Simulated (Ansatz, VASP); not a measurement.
# Cu: VASP beside Ansatz

File INCAR:

```
PREC = Accurate
ENCUT = 600
EDIFF = 1E-7
ISMEAR = 0
SIGMA = 0.1
LREAL = F
LASPH = T
NELM = 100
ALGO = Normal
ISIF = 3
LWAVE = F
LCHARG = F
IBRION = 2
NSW = 100
EDIFFG = -0.005
```

File KPOINTS:

```
Automatic mesh
0
Gamma
  20 20 20
```

The input POSCAR:

```
Cu
1.0
    0.0000000000      1.7887153400      1.7887153400
    1.7887153400      0.0000000000      1.7887153400
    1.7887153400      1.7887153400      0.0000000000
Cu
1
Direct
    0.0000000000      0.0000000000      0.0000000000
```

Input for Ansatz:

```yaml
crystal:
  lattice:
    - [0.0, 1.78871534, 1.78871534]
    - [1.78871534, 0.0, 1.78871534]
    - [1.78871534, 1.78871534, 0.0]
  atoms:
    - { symbol: Cu, position: [0.0, 0.0, 0.0] }
basis:
  ecutwfc: 420
kpoints:
  mp_grid: { grid: [20, 20, 20] }
hamiltonian:
  xc: lda
scf:
  occupations: { method: gaussian, width: 0.1 }
output:
  forces: true
  stress: true
  eigenvalues: true
relax:
  adjacent_minimum: "off"
  f_tol: 0.005
  max_steps: 80
  cell: { stress_tol: 0.05 }
```

Alike in both runs: task relaxation of cell and atoms; functional LDA; k mesh 20 × 20 × 20; occupations gaussian, width 0.1 eV; no spin polarisation.

|  | VASP | Ansatz |
| --- | --- | --- |
| version | VASP 6.6.1 | Ansatz 0.2.0 |
| potentials or method | VASP PAW LDA potentials, release 64 (Cu) | scalar-relativistic, plane waves, PAW |
| plane-wave cutoff (eV) | 600 | 420 |
| valence electrons in the cell | 11 | 19 |

|  | VASP | Ansatz | Ansatz less VASP |
| --- | --- | --- | --- |
| gap on the k mesh at the Fermi level, each at its own relaxed structure (eV) | none | none | - |
| relaxed volume (Å³/atom) | 10.94 | 10.89 | -0.053 |
| relaxed cell length with the largest relative difference (Å) | 2.492 | 2.488 | -0.0041 |
| energy change over the relaxation (meV/atom) | -12 | -15 | -2.9 |

A gap of «none» marks a metal or a gap that the smearing closes. The two sets of potentials don't hold the same shells in valence.
